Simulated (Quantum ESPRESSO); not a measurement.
ZrC: zone-centre phonons under several settings

```
CELL_PARAMETERS angstrom
0.00000 2.36500 2.36500
2.36500 0.00000 2.36500
2.36500 2.36500 0.00000
ATOMIC_POSITIONS crystal
Zr 0.50000 0.50000 0.50000
C 0.00000 0.00000 0.00000
```

All runs used Quantum ESPRESSO 7.5; k mesh 8 × 8 × 8; given cell, atoms relaxed; no spin polarisation; occupations cold, width 0.2 eV.

```tsv
level	potentials	cutoff (eV)	pressure (GPa)	lowest optical mode without the field (cm⁻¹)
PBE	GBRV 1.5 PBE	612	-3.1	433
PBE	JTH 2.0 PBE	707	-3.2	438
PBE	SSSP 1.3 efficiency PBE	748	-3.1	433
PBE	Ansatz NC SR PBE	1116	?	?
PBE	PseudoDojo 0.4.1 SR PBE standard	1116	-2.9	434
PBE	PseudoDojo 0.4 SR PBE stringent	1116	-2.9	434
PBE	SG15 PBE 1.2	1197	-3.0	435
```

Q: What stands in the row left open?

A: Pressure -2.9 GPa; lowest optical mode without the field 433 cm⁻¹.

Caveats: the mesh is thin for the phonons of a metal; the cell is more than 3 GPa from zero pressure, which shifts response properties (some runs); before the sum rule the acoustic modes lie tens of cm⁻¹ from zero, a sign that the density grid also shifts the optical modes (some runs).

For the row left open. Caveat: the mesh is thin for the phonons of a metal.
